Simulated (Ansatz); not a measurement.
Wanted: the native input for an Ansatz 0.2.0 run.

```
Task                : relaxation of cell and atoms
Functional          : exchange-only PBE
Potentials or basis : Ansatz PAW
Cutoff              : 420 eV (not typed: the program's choice for these potentials)
k mesh              : 8 × 8 × 8
Occupations         : fermi-dirac, width 0.05 eV
Spin                : no spin polarisation
```

Bi2Se3 (Paraguanajuatite):

```
Bi Se
1.0
     2.07150    1.19598    9.54533
    -2.07150    1.19598    9.54533
     0.00000   -2.39196    9.54533
Bi Se
2 3
Direct
  0.59920 0.59920 0.59920
  0.40080 0.40080 0.40080
  0.78830 0.78830 0.78830
  0.21170 0.21170 0.21170
  0.00000 0.00000 0.00000
```

The input as run:

input.yaml

```yaml
crystal:
  lattice:
    - [2.0715, 1.1959810826, 9.5453333333]
    - [-2.0715, 1.1959810826, 9.5453333333]
    - [0.0, -2.3919621653, 9.5453333333]
  atoms:
    - { symbol: Bi, position: [0.5992, 0.5992, 0.5992] }
    - { symbol: Bi, position: [0.4008, 0.4008, 0.4008] }
    - { symbol: Se, position: [0.7883, 0.7883, 0.7883] }
    - { symbol: Se, position: [0.2117, 0.2117, 0.2117] }
    - { symbol: Se, position: [0.0, 0.0, 0.0] }
hamiltonian:
  xc: { exchange: pbe, correlation: none }
  pseudopotentials: { kind: paw }
kpoints:
  mp_grid: { grid: [8, 8, 8] }
scf:
  occupations: { method: fermi_dirac, width: 0.05 }
output:
  forces: true
  stress: true
relax:
  f_tol: 0.01
  max_steps: 40
  cell: { stress_tol: 0.05 }
```

Potentials or basis: Ansatz PAW.

Launch:

```sh
$ ansatz run input.yaml --threads 2 --pin off --max-ram 5120MiB --backend cpu --events-out ev --progress --plain --runs-dir out
```

It gave:

The relaxed volume is 42.31 Å³/atom, the relaxed cell is a = 12.612 Å, b = 12.612 Å, c = 12.612 Å, α = 20.31°, β = 20.31°, γ = 20.31° and the space group after relaxing (to 0.05 Å) is R-3m (No. 166). The energy gained by relaxing is 246.0 meV/atom and the ionic steps are 14. The pressure after relaxing is 0.0 GPa and the band gap on the k mesh is 0.73 eV.

Caveat: the volume moved by over 15 % at a fixed basis, so the end points are rough; the plane-wave basis is chosen anew once the cell has moved, so the energies of steps on either side of that aren't comparable; spin-orbit coupling is left out, which as a rule narrows the gap of such compounds by several tenths of an eV; the volume moved by +49 % from the deposited cell, more than functionals usually miss; the PAW data sets come from PBE, with cores solved anew for the run's functional, which leaves a small shift of forces and pressure.

Run time: 3.4 min on 2 threads of Arm Neoverse V1, on a shared host, peak memory 0.8 GiB.
